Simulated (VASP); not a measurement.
# GaN (F-43m) in VASP: a series of runs

Aim: see how the results for GaN move with the level of theory and the settings. Levels: PBE, PBEsol. Tasks: relaxation of cell and atoms.

All numbers are computed with VASP 6.6.1; they aren't measurements. Logs are shortened: lines on timing, memory, paths and dates and some standing lists are left out, and cuts for length are marked.

## 1. Starting point

The structure is cubic, space group F-43m (No. 216). The conventional cell has a = 4.507 Å, b = 4.507 Å, c = 4.507 Å, α = 90.00°, β = 90.00°, γ = 90.00°. Around Ga (site symmetry -43m) lie 4 N at 1.95 Å. Around N (site symmetry -43m) lie 4 Ga at 1.95 Å.

The cell is a database's computed one.

## 2. Relaxation of cell and atoms, PBE

INCAR reads:

```
SYSTEM = GaN
PREC = Accurate
ENCUT = 600
EDIFF = 1E-6
ISMEAR = 0
SIGMA = 0.03
LREAL = .FALSE.
LASPH = .TRUE.
NELM = 80
ALGO = Normal
ISIF = 3
LWAVE = .FALSE.
LCHARG = .FALSE.
GGA = PE
IBRION = 2
NSW = 90
EDIFFG = -0.01
```

KPOINTS reads:

```
regular mesh
0
G
  10 10 10
  0 0 0
```

POSCAR reads:

```
GaN
1.0
    0.0000000000      2.2535006100      2.2535006100
    2.2535006100      0.0000000000      2.2535006100
    2.2535006100      2.2535006100      0.0000000000
Ga N
1 1
Direct
    0.0000000000      0.0000000000      0.0000000000
    0.7500000000      0.7500000000      0.7500000000
```

Potentials or basis: VASP PAW PBE potentials, release 64 (Ga_d, N).

On the command line:

```bash
cat potpaw_PBE.64/Ga_d/POTCAR potpaw_PBE.64/N/POTCAR > POTCAR
mpirun -np 1 vasp_std > vasp.out
```

OUTCAR:

```text
SYSTEM = GaN
   PREC = Accurate
   ENCUT = 600
   EDIFF = 1E-6
   ISMEAR = 0
   LREAL = .FALSE.
   LASPH = .TRUE.
   NELM = 80
   ISIF = 3
   GGA = PE
   IBRION = 2
   NSW = 90
   EDIFFG = -0.01

 ion  position               nearest neighbor table
   1  0.000  0.000  0.000-   2 1.95   2 1.95   2 1.95   2 1.95
   2  0.750  0.750  0.750-   1 1.95   1 1.95   1 1.95   1 1.95

  LATTYP: Found a face centered cubic cell.
 ALAT       =     4.5070012200

  Lattice vectors:

 A1 = (   0.0000000000,   2.2535006100,   2.2535006100)
 A2 = (   2.2535006100,   0.0000000000,   2.2535006100)
 A3 = (   2.2535006100,   2.2535006100,   0.0000000000)

Analysis of symmetry for initial positions (statically):
=====================================================================
 Subroutine PRICEL returns:
 Original cell was already a primitive cell.

 Routine SETGRP: Setting up the symmetry group for a
 face centered cubic supercell.

 Subroutine GETGRP returns: Found 24 space group operations
 (whereof 24 operations were pure point group operations)
 out of a pool of 48 trial point group operations.

The static configuration has the point symmetry T_d .

Analysis of symmetry for dynamics (positions and initial velocities):
=====================================================================
 Subroutine PRICEL returns:
 Original cell was already a primitive cell.

 Routine SETGRP: Setting up the symmetry group for a
 face centered cubic supercell.

 Subroutine GETGRP returns: Found 24 space group operations
 (whereof 24 operations were pure point group operations)
 out of a pool of 48 trial point group operations.

The dynamic configuration has the point symmetry T_d .

 Subroutine INISYM returns: Found 24 space group operations
 (whereof 24 operations are pure point group operations),
 and found     1 'primitive' translations

----------------------------------------------------------------------------------------

                                     Primitive cell

  volume of cell :      22.8877

  direct lattice vectors                    reciprocal lattice vectors
     0.000000000  2.253500610  2.253500610    -0.221877020  0.221877020  0.221877020
     2.253500610  0.000000000  2.253500610     0.221877020 -0.221877020  0.221877020
     2.253500610  2.253500610  0.000000000     0.221877020  0.221877020 -0.221877020

  length of vectors
     3.186931125  3.186931125  3.186931125     0.384302272  0.384302272  0.384302272

  position of ions in fractional coordinates (direct lattice)
     0.000000000  0.000000000  0.000000000
     0.750000000  0.750000000  0.750000000

  ion indices of the primitive-cell ions
   primitive index   ion index
                 1           1
                 2           2

----------------------------------------------------------------------------------------

 KPOINTS: regular mesh

Automatic generation of k-mesh.
 Grid dimensions read from file:
 generate k-points for:   10   10   10

 Generating k-lattice:

  Cartesian coordinates                     Fractional coordinates (reciprocal lattice)
    -0.022187702  0.022187702  0.022187702     0.100000000  0.000000000  0.000000000
     0.022187702 -0.022187702  0.022187702     0.000000000  0.100000000  0.000000000
     0.022187702  0.022187702 -0.022187702     0.000000000  0.000000000  0.100000000

  Length of vectors
     0.038430227  0.038430227  0.038430227

  Shift w.r.t. Gamma in fractional coordinates (k-lattice)
     0.000000000  0.000000000  0.000000000

 Subroutine IBZKPT returns following result:
 ===========================================

 Found     47 irreducible k-points:

 Following reciprocal coordinates:
            Coordinates               Weight
  0.000000  0.000000  0.000000      1.000000
  0.100000  0.000000  0.000000      8.000000
  0.200000  0.000000  0.000000      8.000000
  0.300000  0.000000  0.000000      8.000000
  0.400000  0.000000  0.000000      8.000000
  0.500000  0.000000  0.000000      4.000000
[... 16 lines left out ...]
  0.300000  0.300000  0.000000      6.000000
  0.400000  0.300000  0.000000     24.000000
 [... further k-points ...]
   k-points           NKPTS =     47   k-points in BZ     NKDIM =     47   number of bands    NBANDS=     13
   number of dos      NEDOS =    301   number of ions     NIONS =      2
   total plane-waves  NPLWV =  21952
   dimension x,y,z NGX =    28 NGY =   28 NGZ =   28
   dimension x,y,z NGXF=    56 NGYF=   56 NGZF=   56
   ions per type =               1   1
   NGX,Y,Z   is equivalent  to a cutoff of  14.61, 14.61, 14.61 a.u.
   NGXF,Y,Z  is equivalent  to a cutoff of  29.21, 29.21, 29.21 a.u.
 SYSTEM =  GaN
   PREC   = accura    normal or accurate (medium, high low for compatibility)
   ISTART =      0    job   : 0-new  1-cont  2-samecut
   ICHARG =      2    charge: 1-file 2-atom 10-const
   ISPIN  =      1    spin polarized calculation?
   LNONCOLLINEAR =      F non collinear calculations
   LSORBIT =      F    spin-orbit coupling
   LASPH  =      T    aspherical Exc in radial PAW
   ENCUT  =  600.0 eV  44.10 Ry    6.64 a.u.   6.37  6.37  6.37*2*pi/ulx,y,z
   NELM   =     80;   NELMIN=  2; NELMDL= -5     # of ELM steps
   EDIFF  = 0.1E-05   stopping-criterion for ELM
   LREAL  =      F    real-space projection
   EDIFFG = -.1E-01   stopping-criterion for IOM
   NSW    =     90    number of steps for IOM
   IBRION =      2    ionic relax: 0-MD 1-quasi-New 2-CG
   NFREE  =      1    steps in history (QN), initial steepest desc. (CG)
   ISIF   =      3    stress and relaxation
   ISYM   =      2    0-nonsym 1-usesym 2-fastsym
   POTIM  = 0.5000    time-step for ionic-motion
   TEBEG  =    0.0;   TEEND  =   0.0 temperature during run
   PSTRESS=    0.0 pullay stress
   NELECT =      18.0000    total number of electrons
   NUPDOWN=      -1.0000    fix difference up-down
   EMIN   =  10.00;   EMAX   =-10.00  energy-range for DOS
   EFERMI =   0.00;   METHOD = LEGACY
   ISMEAR =     0;   SIGMA  =   0.03  broadening in eV -4-tet -1-fermi 0-gaus
   EFERMI_NEDOS =   21; number of points for ismear=-14 and -15
   IALGO  =     38    algorithm
   IMIX   =      4    mixing-type and parameters
     AMIX     =   0.40;   BMIX     =  1.00
     AMIX_MAG =   1.60;   BMIX_MAG =  1.00
  volume/ion in A,a.u.               =      11.44        77.23
  Fermi-wavevector in a.u.,A,eV,Ry     =   1.511117  2.855596 31.068543  2.283473
  Thomas-Fermi vector in A             =   2.621216
   LORBIT       =      0    0 simple, 1 ext, 2 COOP (PROOUT), +10 PAW based schemes
   GGA     = PE    functional components
   LHFCALC =     F    Hartree Fock is set to
   AEXX    =    0.0000 exact exchange contribution
   IVDW    =     0    specifies the selected vdW correction
   LEPSILON=     F    determine dielectric tensor
   LRPA    =     F    only Hartree local field effects (RPA)
 conjugate gradient relaxation of ions
 non-spin polarized calculation
 Gauss-broadening in eV      SIGMA  =   0.03
  energy-cutoff  :      600.00
  volume of cell :       22.89
 maximum number of plane-waves:       785
 NGX is ok and might be reduce to    28
   NGX = 13   NGY = 13   NGZ = 13

--------------------------------------- Ionic step        1  -------------------------------------------

 number of electron      18.0000005 magnetization

 Free energy of the ion-electron system (eV)
  ---------------------------------------------------
  ext. energy  EPLUGINS =         0.00000000
  ---------------------------------------------------
  free energy    TOTEN  =       -12.14469597 eV

  energy without entropy =      -12.14469597  energy(sigma->0) =      -12.14469597

------------------------ aborting loop because EDIFF is reached ----------------------------------------

  FORCE on cell =-STRESS in cart. coord.  units (eV):
  Direction    XX          YY          ZZ          XY          YZ          ZX
  --------------------------------------------------------------------------------------
  -------------------------------------------------------------------------------------
  Total        0.7031364      0.7031364      0.7031364     -0.0000000      0.0000000      0.0000000
  in kB       49.2206245     49.2206245     49.2206245     -0.0000000      0.0000000      0.0000000
  external PRESSURE =      49.2206245 kB  Pullay stress =       0.0000000 kB
[... 57 lines left out ...]
  energy  without entropy=      -12.1475744753  energy(sigma->0) =      -12.14757448

--------------------------------------- Ionic step        3  -------------------------------------------

 number of electron      18.0000002 magnetization

 Free energy of the ion-electron system (eV)
  ---------------------------------------------------
  ext. energy  EPLUGINS =         0.00000000
  ---------------------------------------------------
  free energy    TOTEN  =       -12.15416605 eV

  energy without entropy =      -12.15416605  energy(sigma->0) =      -12.15416605

 E-fermi :   5.1650     XC(G=0): -11.5215

 val. band max:        4.9887968063   @ k =   0.0000   0.0000   0.0000
 cond. band min:       6.5370909291   @ k =   0.0000   0.0000   0.0000
 fundamental gap:      1.5482941228
 Fermi energy:         5.1649847230

 k-point     1 :       0.0000    0.0000    0.0000
  band No.  band energies     occupation
      1     -10.7161      2.00000
      2      -8.4335      2.00000
      3      -8.4335      2.00000
      4      -8.4335      2.00000
      5      -8.1405      2.00000
      6      -8.1405      2.00000
      7       4.9888      2.00000
      8       4.9888      2.00000
      9       4.9888      2.00000
     10       6.5371      0.00000
     11      15.1197      0.00000
     12      15.1197      0.00000
     13      15.1197      0.00000
[... 353 lines left out ...]
 k-point    24 :       0.4000    0.3000    0.0000
  band No.  band energies     occupation
      1      -9.8377      2.00000
      2      -8.3096      2.00000
      3      -8.2270      2.00000
      4      -8.2268      2.00000
      5      -8.0845      2.00000
      6      -7.1840      2.00000
      7       0.0290      2.00000
      8       2.6001      2.00000
      9       2.9144      2.00000
     10       9.4038      0.00000
     11      11.9354      0.00000
     12      15.6610      0.00000
     13      17.6059      0.00000

 [... further k-points ...]

------------------------ aborting loop because EDIFF is reached ----------------------------------------

  FORCE on cell =-STRESS in cart. coord.  units (eV):
  Direction    XX          YY          ZZ          XY          YZ          ZX
  --------------------------------------------------------------------------------------
  -------------------------------------------------------------------------------------
  Total       -0.0121544     -0.0121544     -0.0121544     -0.0000000      0.0000000     -0.0000000
  in kB       -0.8279147     -0.8279147     -0.8279147     -0.0000000      0.0000000     -0.0000000
  external PRESSURE =      -0.8279147 kB  Pullay stress =       0.0000000 kB
[... 17 lines left out ...]
  FREE ENERGIE OF THE ION-ELECTRON SYSTEM (eV)
  ---------------------------------------------------
  free  energy   TOTEN  =       -12.1541660477 eV

  energy  without entropy=      -12.1541660477  energy(sigma->0) =      -12.15416605

 reached required accuracy - stopping structural energy minimisation
```

It took 21 s on 1 thread of Intel Xeon 6975P-C (Granite Rapids), shared host; peak memory 0.17 GiB.

What came out:

```yaml
Free_energy: -12.1542 eV
Relaxed_volume: 11.76 Å³/atom
Relaxed_cell: a = 3.216 Å, b = 3.216 Å, c = 3.216 Å, α = 60.00°, β = 60.00°, γ = 60.00°
Space_group_after_relaxing_to_0.05_Å: F-43m (No. 216)
Energy_gained_by_relaxing: 4.7 meV/atom
Ionic_steps: 3
Pressure_after_relaxing: -0.1 GPa
Band_gap_on_the_k_mesh: 1.55 eV, direct
```

Step by step:
```csv
step,energy change (eV),largest force (eV/Å),pressure (GPa),volume (Å³)
1,0.0000,0.0000,4.92,22.89
2,-0.0029,0.0000,-3.73,24.07
3,-0.0095,0.0000,-0.08,23.52
```

Final structure:
```cif
data_structure
_symmetry_space_group_name_H-M 'P 1'
_symmetry_Int_Tables_number 1
_cell_length_a 3.2161
_cell_length_b 3.2161
_cell_length_c 3.2161
_cell_angle_alpha 60.000
_cell_angle_beta 60.000
_cell_angle_gamma 60.000
_cell_volume 23.52
loop_
_atom_site_label
_atom_site_type_symbol
_atom_site_fract_x
_atom_site_fract_y
_atom_site_fract_z
_atom_site_occupancy
Ga1 Ga 0.00000 0.00000 0.00000 1
N1 N 0.75000 0.75000 0.75000 1
```

[end of part 1 of 2]
